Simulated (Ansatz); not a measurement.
V:

```
V
1.0
    -1.51435    1.51435    1.51435
     1.51435   -1.51435    1.51435
     1.51435    1.51435   -1.51435
V
1
Direct
  0.00000 0.00000 0.00000
```

- Program: Ansatz 0.2.0
- Task: relaxation of cell and atoms
- Functional: revPBE
- Dispersion: D4
- Potentials or basis: Ansatz PAW
- Cutoff: 420 eV (not typed: the program's choice for these potentials)
- k mesh: 12 × 12 × 12
- Occupations: fermi-dirac, width 0.05 eV
- Spin: collinear spin, ferromagnetic start
- Starting moments: [2.0] μB

At the start: volume 13.89 Å³/atom.

**Question.** How do energy, volume and symmetry change on relaxing?

**Answer.** It ends after 5 steps and the volume is 13.23 Å³/atom (-4.7 %); space group Im-3m (No. 229, to 0.05 Å); moment 0.00 μB per cell.

Step by step:
| step | energy change (eV) | largest force (eV/Å) | volume (Å³) |
| --- | --- | --- | --- |
| 1 | 0.0000 | 0.0000 | 13.89 |
| 2 | -0.0175 | 0.0000 | 13.14 |
| 3 | -0.0178 | 0.0000 | 13.24 |
| 4 | -0.0178 | 0.0000 | 13.23 |
| 5 | -0.0173 | 0.0000 | 13.23 |

Final structure:
```
CELL_PARAMETERS angstrom
-1.49008 1.49008 1.49008
1.49008 -1.49008 1.49008
1.49008 1.49008 -1.49008
ATOMIC_POSITIONS crystal
V 0.00000 0.00000 0.00000
```

Caveat: the plane-wave basis is chosen anew once the cell has moved, so the energies of steps on either side of that aren't comparable; the PAW data sets come from PBE, with cores solved anew for the run's functional, which leaves a small shift of forces and pressure; the starting moments weren't kept.
